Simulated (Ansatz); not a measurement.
**AlN: a trigonal deformation path**

This session takes AlN and sets out to follow a trigonal deformation at fixed volume.

Computed with Ansatz 0.2.0 (DFT LDA, scalar-relativistic, plane waves, PAW, unless a step's input says otherwise).

**1. The system as given**

The structure is cubic, space group Fm-3m (No. 225). The conventional cell has a = 4.069 Å, b = 4.069 Å, c = 4.069 Å, α = 90.00°, β = 90.00°, γ = 90.00°. Al (site symmetry m-3m) has 6 N at 2.03 Å as nearest neighbours. N (site symmetry m-3m) has 6 Al at 2.03 Å as nearest neighbours.

Coordinates:

```
Al N
1.0
     0.00000    2.03452    2.03452
     2.03452    0.00000    2.03452
     2.03452    2.03452    0.00000
Al N
1 1
Direct
  0.50000 0.50000 0.50000
  0.00000 0.00000 0.00000
```

It goes back to an entry of the Materials Project, which need not be the stable form.

No relaxation comes first: the listed cell is the starting point.

**2. Next: a trigonal deformation path**

At fixed volume and fractional coordinates, lengths along (0.577, 0.577, 0.577) are scaled against those across it; ρ is that ratio over its starting value.

**3. Point ρ = 0.500**

File input.yaml:

```yaml
crystal:
  lattice:
    - [-0.8544440182, 1.7088880364, 1.7088880364]
    - [1.7088880364, -0.8544440182, 1.7088880364]
    - [1.7088880364, 1.7088880364, -0.8544440182]
  atoms:
    - { symbol: Al, position: [0.5, 0.5, 0.5] }
    - { symbol: "N", position: [0.0, 0.0, 0.0] }
basis:
  ecutwfc: 420
kpoints:
  mp_grid: { grid: [10, 10, 10] }
hamiltonian:
  xc: lda
scf:
  occupations: { method: gaussian, width: 0.05 }
output:
  forces: true
  stress: true
  eigenvalues: true
```

Launch:

```sh
ansatz run input.yaml --threads 1 --pin off --max-ram 1228MiB --backend cpu --events-out ev --progress --plain --runs-dir out
```

The log of the run, shortened:

```text
Warning: RAYON_NUM_THREADS=1 ignored (pool sized by the plan → 1); use --threads N
[...]
Pseudopotentials: kind: paw
Pseudopotential: Al, paw, valence charge 3, recommended cutoff 420 eV (normal), Al.paw.azcp
Pseudopotential: N, paw, valence charge 5, recommended cutoff 420 eV (normal), N.paw.azcp
Functional definition: SPW92
[...]
Crystal: 2 atoms, lattice volume = 16.843 Å³
Basis set: ecut = 420 eV, 341 PW (Γ)
Bands: 8, of which v1, the nominal top of the filled ones, is band 4 counted from 1 (3 counted from 0)
Symmetry: 48 space group operations
Space group: Pm-3m (ITA 221), of the structure as read, at distance tolerance 2.6e-5 Å
k-points: 56 of 1000
[...]
SCF iter   1: F=—  HF=-886.448174 eV  |F-HF|=—  |Δ(HF+E_count)|=         —  Δρ=9.82e-3  dr2=1.90e-2  ethr=1.77e-3  ⟨swp⟩=4.9  Hψ=3159  notcnv=0
[...]
SCF iter   7: F=-886.443450 eV  HF=-886.443450 eV  |F-HF|=2.90e-9  |Δ(HF+E_count)|=   7.55e-8  Δρ=4.17e-6  dr2=3.62e-9  ethr=1.25e-9  ⟨swp⟩=4.8  Hψ=1962  notcnv=0
[...]
SCF converged after 7 iterations
Free energy (F): -886.443450 eV
[...]
E sigma→0 (E₀):  -886.442898 eV
Entropy (-TS):   -0.001104 eV (-0.552 meV/atom)
Fermi energy:    12.470844 eV
[...]
--- Forces (eV/Å), atoms counted from 1 ---
  atom   1  Al     0.00000000    -0.00000000     0.00000000
  atom   2  N     -0.00000000     0.00000000    -0.00000000
[...]
--- Stress (GPa, compression-positive) ---
        1.554421       0.000000      -0.000000
        0.000000       1.554421      -0.000000
       -0.000000      -0.000000       1.554421
  P = ⅓ Tr σ = 1.5544 GPa (15.544 kbar)
--- Band table (eV; the first three rows and the last of 56) ---
  k-point 0: bands = ["-6.1961", "10.8459", "10.8459", "10.8459", "13.9534", "18.6148", "18.6148", "28.6525"]
[...]
```

Run time: 0.52 s. Hardware: 1 thread of an x86-64 CPU, shared host; peak memory 0.35 GiB.

**4. ρ = 2.000**

input.yaml: that of step 3 with these lines changed.

```diff
@@ -2,5 +2,5 @@
   lattice:
-    - [-0.8544440182, 1.7088880364, 1.7088880364]
-    - [1.7088880364, -0.8544440182, 1.7088880364]
-    - [1.7088880364, 1.7088880364, -0.8544440182]
+    - [1.0765320045, 2.6913300112, 2.6913300112]
+    - [2.6913300112, 1.0765320045, 2.6913300112]
+    - [2.6913300112, 2.6913300112, 1.0765320045]
   atoms:
```

Launch:

```sh
ansatz run input.yaml --threads 1 --pin off --max-ram 1228MiB --backend cpu --events-out ev --progress --plain --runs-dir out
```

The log of the run, shortened:

```text
[...]
SCF converged after 6 iterations
Free energy (F): -882.784140 eV
[...]
E sigma→0 (E₀):  -882.783352 eV
Entropy (-TS):   -0.001576 eV (-0.788 meV/atom)
Fermi energy:    12.190823 eV
[...]
--- Forces (eV/Å), atoms counted from 1 ---
  atom   1  Al     0.00000000    -0.00000000     0.00000000
  atom   2  N     -0.00000000    -0.00000000     0.00000000
[...]
--- Stress (GPa, compression-positive) ---
       52.324396     -38.544682     -38.544682
      -38.544682      52.324396     -38.544682
      -38.544682     -38.544682      52.324396
  P = ⅓ Tr σ = 52.3244 GPa (523.244 kbar)
--- Band table (eV; the first three rows and the last of 116) ---
  k-point 0: bands = ["-6.6512", "4.1024", "4.4170", "14.8137", "14.8137", "22.7976", "28.0678", "29.7029"]
[...]
```

Run time: 0.95 s. Hardware: 1 thread of an x86-64 CPU, shared host; peak memory 0.37 GiB.

**5. ρ = 0.710**

input.yaml: that of step 4 with these lines changed.

```diff
@@ -2,5 +2,5 @@
   lattice:
-    - [1.0765320045, 2.6913300112, 2.6913300112]
-    - [2.6913300112, 1.0765320045, 2.6913300112]
-    - [2.6913300112, 2.6913300112, 1.0765320045]
+    - [-0.4409088598, 1.8396542082, 1.8396542082]
+    - [1.8396542082, -0.4409088598, 1.8396542082]
+    - [1.8396542082, 1.8396542082, -0.4409088598]
   atoms:
```

Launch:

```sh
ansatz run input.yaml --threads 1 --pin off --max-ram 1228MiB --backend cpu --events-out ev --progress --plain --runs-dir out
```

The log of the run, shortened:

```text
Warning: RAYON_NUM_THREADS=1 ignored (pool sized by the plan → 1); use --threads N
[...]
[... 4 set-up lines as earlier in the session ...]
[...]
Crystal: 2 atoms, lattice volume = 16.843 Å³
Basis set: ecut = 420 eV, 331 PW (Γ)
Bands: 8, of which v1, the nominal top of the filled ones, is band 4 counted from 1 (3 counted from 0)
Symmetry: 12 space group operations
Space group: R-3m (ITA 166), of the structure as read, at distance tolerance 2.6e-5 Å
k-points: 116 of 1000
[...]
SCF iter   1: F=—  HF=-887.891092 eV  |F-HF|=—  |Δ(HF+E_count)|=         —  Δρ=9.11e-3  dr2=1.03e-2  ethr=1.77e-3  ⟨swp⟩=4.8  Hψ=6558  notcnv=0
[...]
SCF iter   6: F=-887.887778 eV  HF=-887.887778 eV  |F-HF|=2.27e-13  |Δ(HF+E_count)|=  1.46e-11  Δρ=1.02e-7  dr2=4.10e-13  ethr=1.27e-12  ⟨swp⟩=1.3  Hψ=3042  notcnv=0
[...]
SCF converged after 6 iterations
Free energy (F): -887.887778 eV
[...]
E sigma→0 (E₀):  -887.887738 eV
Entropy (-TS):   -0.000078 eV (-0.039 meV/atom)
Fermi energy:    12.252858 eV
[...]
--- Forces (eV/Å), atoms counted from 1 ---
  atom   1  Al    -0.00000000    -0.00000000     0.00000000
  atom   2  N      0.00000000     0.00000000     0.00000000
[...]
--- Stress (GPa, compression-positive) ---
       -4.604812      35.610942      35.610942
       35.610942      -4.604812      35.610942
       35.610942      35.610942      -4.604812
  P = ⅓ Tr σ = -4.6048 GPa (-46.048 kbar)
--- Band table (eV; the first three rows and the last of 116) ---
  k-point 0: bands = ["-6.3200", "10.1293", "10.1293", "12.4246", "14.6029", "19.7015", "19.7015", "26.0051"]
[...]
```

Wall time 0.98 s (1 thread of an x86-64 CPU, shared host); peak memory 0.37 GiB.

**6. At ρ = 1.410**

input.yaml: that of step 5 with these lines changed.

```diff
@@ -2,5 +2,5 @@
   lattice:
-    - [-0.4409088598, 1.8396542082, 1.8396542082]
-    - [1.8396542082, -0.4409088598, 1.8396542082]
-    - [1.8396542082, 1.8396542082, -0.4409088598]
+    - [0.4959232049, 2.3102763936, 2.3102763936]
+    - [2.3102763936, 0.4959232049, 2.3102763936]
+    - [2.3102763936, 2.3102763936, 0.4959232049]
   atoms:
```

Launch:

```sh
ansatz run input.yaml --threads 1 --pin off --max-ram 1228MiB --backend cpu --events-out ev --progress --plain --runs-dir out
```

The log of the run, shortened:

```text
[...]
SCF converged after 6 iterations
Free energy (F): -886.706933 eV
[...]
E sigma→0 (E₀):  -886.706464 eV
Entropy (-TS):   -0.000938 eV (-0.469 meV/atom)
Fermi energy:    12.658582 eV
[...]
--- Forces (eV/Å), atoms counted from 1 ---
  atom   1  Al    -0.00000000    -0.00000000    -0.00000000
  atom   2  N     -0.00000000     0.00000000     0.00000000
[...]
--- Stress (GPa, compression-positive) ---
        6.419092     -73.460864     -73.460864
      -73.460864       6.419092     -73.460864
      -73.460864     -73.460864       6.419092
  P = ⅓ Tr σ = 6.4191 GPa (64.191 kbar)
--- Band table (eV; the first three rows and the last of 116) ---
  k-point 0: bands = ["-6.3257", "7.0970", "10.6348", "13.1207", "13.1207", "23.8490", "25.7059", "25.7059"]
[...]
```

Wall time 1 s (1 thread of an x86-64 CPU, shared host); peak memory 0.35 GiB.

**7. ρ = 0.600**

input.yaml: that of step 6 with these lines changed.

```diff
@@ -2,5 +2,5 @@
   lattice:
-    - [0.4959232049, 2.3102763936, 2.3102763936]
-    - [2.3102763936, 0.4959232049, 2.3102763936]
-    - [2.3102763936, 2.3102763936, 0.4959232049]
+    - [-0.6432500846, 1.7689377327, 1.7689377327]
+    - [1.7689377327, -0.6432500846, 1.7689377327]
+    - [1.7689377327, 1.7689377327, -0.6432500846]
   atoms:
```

Launch:

```sh
ansatz run input.yaml --threads 1 --pin off --max-ram 1228MiB --backend cpu --events-out ev --progress --plain --runs-dir out
```

The log of the run, shortened:

```text
[...]
SCF converged after 6 iterations
Free energy (F): -886.820594 eV
[...]
E sigma→0 (E₀):  -886.820244 eV
Entropy (-TS):   -0.000700 eV (-0.350 meV/atom)
Fermi energy:    12.255701 eV
[...]
--- Forces (eV/Å), atoms counted from 1 ---
  atom   1  Al     0.00000000     0.00000000     0.00000000
  atom   2  N     -0.00000000     0.00000000     0.00000000
[...]
--- Stress (GPa, compression-positive) ---
       -0.008016      20.858991      20.858991
       20.858991      -0.008016      20.858991
       20.858991      20.858991      -0.008016
  P = ⅓ Tr σ = -0.0080 GPa (-0.080 kbar)
--- Band table (eV; the first three rows and the last of 116) ---
  k-point 0: bands = ["-6.2196", "10.3663", "10.3663", "11.9532", "14.1123", "18.9126", "18.9126", "26.5780"]
[...]
```

Wall time 0.8 s (1 thread of an x86-64 CPU, shared host); peak memory 0.37 GiB.

**8. At ρ = 0.850**

input.yaml: that of step 7 with these lines changed.

```diff
@@ -2,5 +2,5 @@
   lattice:
-    - [-0.6432500846, 1.7689377327, 1.7689377327]
-    - [1.7689377327, -0.6432500846, 1.7689377327]
-    - [1.7689377327, 1.7689377327, -0.6432500846]
+    - [-0.2147773904, 1.9329965137, 1.9329965137]
+    - [1.9329965137, -0.2147773904, 1.9329965137]
+    - [1.9329965137, 1.9329965137, -0.2147773904]
   atoms:
```

Launch:

```sh
ansatz run input.yaml --threads 1 --pin off --max-ram 1228MiB --backend cpu --events-out ev --progress --plain --runs-dir out
```

The log of the run, shortened:

```text
Warning: RAYON_NUM_THREADS=1 ignored (pool sized by the plan → 1); use --threads N
[...]
[... 4 set-up lines as earlier in the session ...]
[...]
Crystal: 2 atoms, lattice volume = 16.843 Å³
Basis set: ecut = 420 eV, 337 PW (Γ)
Bands: 8, of which v1, the nominal top of the filled ones, is band 4 counted from 1 (3 counted from 0)
[... 2 set-up lines as earlier in the session ...]
k-points: 116 of 1000
[...]
SCF iter   1: F=—  HF=-889.148532 eV  |F-HF|=—  |Δ(HF+E_count)|=         —  Δρ=1.01e-2  dr2=1.81e-2  ethr=1.77e-3  ⟨swp⟩=4.8  Hψ=6596  notcnv=0
[...]
SCF iter   6: F=-889.142400 eV  HF=-889.142400 eV  |F-HF|=6.82e-13  |Δ(HF+E_count)|=  5.71e-10  Δρ=5.65e-7  dr2=2.31e-11  ethr=4.98e-11  ⟨swp⟩=2.1  Hψ=3472  notcnv=0
[...]
SCF converged after 6 iterations
Free energy (F): -889.142400 eV
[...]
E sigma→0 (E₀):  -889.142400 eV
Fermi energy:    12.807428 eV
[...]
--- Forces (eV/Å), atoms counted from 1 ---
  atom   1  Al     0.00000000     0.00000000     0.00000000
  atom   2  N     -0.00000000     0.00000000    -0.00000000
[...]
--- Stress (GPa, compression-positive) ---
       -9.155576      26.582475      26.582475
       26.582475      -9.155576      26.582475
       26.582475      26.582475      -9.155576
  P = ⅓ Tr σ = -9.1556 GPa (-91.556 kbar)
--- Band table (eV; the first three rows and the last of 116) ---
  k-point 0: bands = ["-6.4925", "10.1685", "10.1685", "11.8975", "15.4824", "21.0451", "21.0451", "26.6756"]
[...]
```

Wall time 1.2 s (1 thread of an x86-64 CPU, shared host); peak memory 0.38 GiB.

**9. ρ = 1.200**

input.yaml: that of step 8 with these lines changed.

```diff
@@ -2,5 +2,5 @@
   lattice:
-    - [-0.2147773904, 1.9329965137, 1.9329965137]
-    - [1.9329965137, -0.2147773904, 1.9329965137]
-    - [1.9329965137, 1.9329965137, -0.2147773904]
+    - [0.2552739653, 2.1698287047, 2.1698287047]
+    - [2.1698287047, 0.2552739653, 2.1698287047]
+    - [2.1698287047, 2.1698287047, 0.2552739653]
   atoms:
```

Launch:

```sh
ansatz run input.yaml --threads 1 --pin off --max-ram 1228MiB --backend cpu --events-out ev --progress --plain --runs-dir out
```

The log of the run, shortened:

```text
[...]
SCF converged after 6 iterations
Free energy (F): -888.838422 eV
[...]
E sigma→0 (E₀):  -888.838422 eV
Fermi energy:    12.682039 eV
[...]
--- Forces (eV/Å), atoms counted from 1 ---
  atom   1  Al     0.00000000    -0.00000000    -0.00000000
  atom   2  N      0.00000000     0.00000000     0.00000000
[...]
--- Stress (GPa, compression-positive) ---
       -7.559608     -43.556590     -43.556590
      -43.556590      -7.559608     -43.556590
      -43.556590     -43.556590      -7.559608
  P = ⅓ Tr σ = -7.5596 GPa (-75.596 kbar)
--- Band table (eV; the first three rows and the last of 116) ---
  k-point 0: bands = ["-6.4633", "8.8218", "11.8259", "11.8259", "14.1212", "21.7921", "24.3419", "24.3419"]
[...]
```

It took 1 s on 1 thread of an x86-64 CPU, shared host; peak memory 0.37 GiB.

**10. ρ = 1.700**

input.yaml: that of step 9 with these lines changed.

```diff
@@ -2,5 +2,5 @@
   lattice:
-    - [0.2552739653, 2.1698287047, 2.1698287047]
-    - [2.1698287047, 0.2552739653, 2.1698287047]
-    - [2.1698287047, 2.1698287047, 0.2552739653]
+    - [0.7955216628, 2.5002109401, 2.5002109401]
+    - [2.5002109401, 0.7955216628, 2.5002109401]
+    - [2.5002109401, 2.5002109401, 0.7955216628]
   atoms:
```

Launch:

```sh
ansatz run input.yaml --threads 1 --pin off --max-ram 1228MiB --backend cpu --events-out ev --progress --plain --runs-dir out
```

The log of the run, shortened:

```text
Warning: RAYON_NUM_THREADS=1 ignored (pool sized by the plan → 1); use --threads N
[...]
[... 4 set-up lines as earlier in the session ...]
[...]
Crystal: 2 atoms, lattice volume = 16.843 Å³
Basis set: ecut = 420 eV, 305 PW (Γ), FFT grids on a1−a3, a2−a3, a3
Bands: 8, of which v1, the nominal top of the filled ones, is band 4 counted from 1 (3 counted from 0)
[... 2 set-up lines as earlier in the session ...]
k-points: 116 of 1000
[...]
SCF iter   1: F=—  HF=-884.265525 eV  |F-HF|=—  |Δ(HF+E_count)|=         —  Δρ=1.03e-2  dr2=1.96e-2  ethr=1.77e-3  ⟨swp⟩=5.5  Hψ=7072  notcnv=0
[...]
SCF iter   6: F=-884.261186 eV  HF=-884.261186 eV  |F-HF|=2.14e-10  |Δ(HF+E_count)|=   1.44e-8  Δρ=2.66e-6  dr2=7.46e-10  ethr=2.82e-10  ⟨swp⟩=2.8  Hψ=3517  notcnv=0
[...]
SCF converged after 6 iterations
Free energy (F): -884.261186 eV
[...]
E sigma→0 (E₀):  -884.260168 eV
Entropy (-TS):   -0.002037 eV (-1.018 meV/atom)
Fermi energy:    12.279704 eV
[...]
--- Forces (eV/Å), atoms counted from 1 ---
  atom   1  Al    -0.00000000     0.00000000    -0.00000000
  atom   2  N      0.00000000    -0.00000000    -0.00000000
[...]
--- Stress (GPa, compression-positive) ---
       31.806377     -50.417632     -50.417632
      -50.417632      31.806377     -50.417632
      -50.417632     -50.417632      31.806377
  P = ⅓ Tr σ = 31.8064 GPa (318.064 kbar)
--- Band table (eV; the first three rows and the last of 116) ---
  k-point 0: bands = ["-6.4697", "5.2221", "6.9998", "14.0092", "14.0092", "24.9193", "26.5425", "27.6961"]
[...]
```

Wall time 1 s (1 thread of an x86-64 CPU, shared host); peak memory 0.37 GiB.

**11. At ρ = 0.930**

input.yaml: that of step 10 with these lines changed.

```diff
@@ -2,5 +2,5 @@
   lattice:
-    - [0.7955216628, 2.5002109401, 2.5002109401]
-    - [2.5002109401, 0.7955216628, 2.5002109401]
-    - [2.5002109401, 2.5002109401, 0.7955216628]
+    - [-0.0972688993, 1.9870646567, 1.9870646567]
+    - [1.9870646567, -0.0972688993, 1.9870646567]
+    - [1.9870646567, 1.9870646567, -0.0972688993]
   atoms:
```

Launch:

```sh
ansatz run input.yaml --threads 1 --pin off --max-ram 1228MiB --backend cpu --events-out ev --progress --plain --runs-dir out
```

The log of the run, shortened:

```text
Warning: RAYON_NUM_THREADS=1 ignored (pool sized by the plan → 1); use --threads N
[...]
[... 4 set-up lines as earlier in the session ...]
[...]
Crystal: 2 atoms, lattice volume = 16.843 Å³
Basis set: ecut = 420 eV, 319 PW (Γ)
Bands: 8, of which v1, the nominal top of the filled ones, is band 4 counted from 1 (3 counted from 0)
[... 2 set-up lines as earlier in the session ...]
k-points: 116 of 1000
[...]
SCF iter   1: F=—  HF=-889.535603 eV  |F-HF|=—  |Δ(HF+E_count)|=         —  Δρ=9.51e-3  dr2=1.56e-2  ethr=1.77e-3  ⟨swp⟩=4.7  Hψ=6533  notcnv=0
[...]
SCF iter   6: F=-889.530193 eV  HF=-889.530193 eV  |F-HF|=3.07e-12  |Δ(HF+E_count)|=  4.64e-10  Δρ=6.31e-7  dr2=3.43e-11  ethr=7.45e-11  ⟨swp⟩=2.4  Hψ=3483  notcnv=0
[...]
SCF converged after 6 iterations
Free energy (F): -889.530193 eV
[...]
E sigma→0 (E₀):  -889.530193 eV
Fermi energy:    12.909668 eV
[...]
--- Forces (eV/Å), atoms counted from 1 ---
  atom   1  Al     0.00000000     0.00000000    -0.00000000
  atom   2  N     -0.00000000    -0.00000000    -0.00000000
[...]
--- Stress (GPa, compression-positive) ---
      -10.575608      13.636993      13.636993
       13.636993     -10.575608      13.636993
       13.636993      13.636993     -10.575608
  P = ⅓ Tr σ = -10.5756 GPa (-105.756 kbar)
--- Band table (eV; the first three rows and the last of 116) ---
  k-point 0: bands = ["-6.5454", "10.3841", "10.3841", "11.2898", "15.9568", "21.8692", "21.8692", "24.3546"]
[...]
```

Wall time 0.93 s (1 thread of an x86-64 CPU, shared host); peak memory 0.37 GiB.

**12. Point ρ = 1.080**

input.yaml: that of step 11 with these lines changed.

```diff
@@ -2,5 +2,5 @@
   lattice:
-    - [-0.0972688993, 1.9870646567, 1.9870646567]
-    - [1.9870646567, -0.0972688993, 1.9870646567]
-    - [1.9870646567, 1.9870646567, -0.0972688993]
+    - [0.1057594084, 2.0887483153, 2.0887483153]
+    - [2.0887483153, 0.1057594084, 2.0887483153]
+    - [2.0887483153, 2.0887483153, 0.1057594084]
   atoms:
```

Launch:

```sh
ansatz run input.yaml --threads 1 --pin off --max-ram 1228MiB --backend cpu --events-out ev --progress --plain --runs-dir out
```

The log of the run, shortened:

```text
Warning: RAYON_NUM_THREADS=1 ignored (pool sized by the plan → 1); use --threads N
[...]
[... 4 set-up lines as earlier in the session ...]
[...]
Crystal: 2 atoms, lattice volume = 16.843 Å³
Basis set: ecut = 420 eV, 333 PW (Γ)
Bands: 8, of which v1, the nominal top of the filled ones, is band 4 counted from 1 (3 counted from 0)
[... 2 set-up lines as earlier in the session ...]
k-points: 116 of 1000
[...]
SCF iter   1: F=—  HF=-889.508514 eV  |F-HF|=—  |Δ(HF+E_count)|=         —  Δρ=9.52e-3  dr2=1.54e-2  ethr=1.77e-3  ⟨swp⟩=4.7  Hψ=6514  notcnv=0
[...]
SCF iter   6: F=-889.503164 eV  HF=-889.503164 eV  |F-HF|=3.41e-12  |Δ(HF+E_count)|=  3.12e-10  Δρ=7.57e-7  dr2=4.16e-11  ethr=7.99e-11  ⟨swp⟩=2.4  Hψ=3460  notcnv=0
[...]
SCF converged after 6 iterations
Free energy (F): -889.503164 eV
[...]
E sigma→0 (E₀):  -889.503164 eV
Fermi energy:    12.785574 eV
[...]
--- Forces (eV/Å), atoms counted from 1 ---
  atom   1  Al    -0.00000000     0.00000000    -0.00000000
  atom   2  N      0.00000000    -0.00000000     0.00000000
[...]
--- Stress (GPa, compression-positive) ---
      -10.442000     -16.999306     -16.999306
      -16.999306     -10.442000     -16.999306
      -16.999306     -16.999306     -10.442000
  P = ⅓ Tr σ = -10.4420 GPa (-104.420 kbar)
--- Band table (eV; the first three rows and the last of 116) ---
  k-point 0: bands = ["-6.5427", "9.9186", "11.0787", "11.0787", "15.7906", "21.5578", "23.3442", "23.3442"]
[...]
```

Wall time 0.92 s (1 thread of an x86-64 CPU, shared host); peak memory 0.37 GiB.

**13. The scan collected**

Collected from the runs (energy zero: the undisturbed cell):

| ρ | ΔE (meV/atom) | pressure (GPa) | gap on the mesh (eV) | space group |
| --- | --- | --- | --- | --- |
| 0.500 | 1597.1 | 1.6 | 0.00 | Pm-3m |
| 0.600 | 1408.5 | 0.0 | 0.00 | R-3m |
| 0.710 | 874.9 | -4.6 | 0.00 | R-3m |
| 0.850 | 247.6 | -9.2 | 1.82 | R-3m |
| 0.930 | 53.7 | -10.6 | 3.24 | R-3m |
| 1.000 | 0.0 | -11.0 | 4.29 | Fm-3m |
| 1.080 | 67.2 | -10.4 | 3.41 | R-3m |
| 1.200 | 399.6 | -7.6 | 1.71 | R-3m |
| 1.410 | 1465.3 | 6.4 | 0.00 | R-3m |
| 1.700 | 2688.2 | 31.8 | 0.00 | R-3m |
| 2.000 | 3426.7 | 52.3 | 0.00 | R-3m |

Where the gap reads zero, the mesh chosen for the insulator is on the coarse side.

**14. Results**

```
     quantity                         value
highest point  3426.7 meV/atom at ρ = 2.000
```

**Reading.** The undisturbed cell stays the lowest of the sampled points. No sampled point inside the path is a dip, apart from those named. At ρ = 0.500 the cell takes another symmetry, Pm-3m, 1597.1 meV/atom from the start at this fixed volume. The gap on the mesh, 4.29 eV at the start, reads zero at ρ = 0.500. The final runs have no spin polarisation, so no magnetic state was tried and one may lie lower.
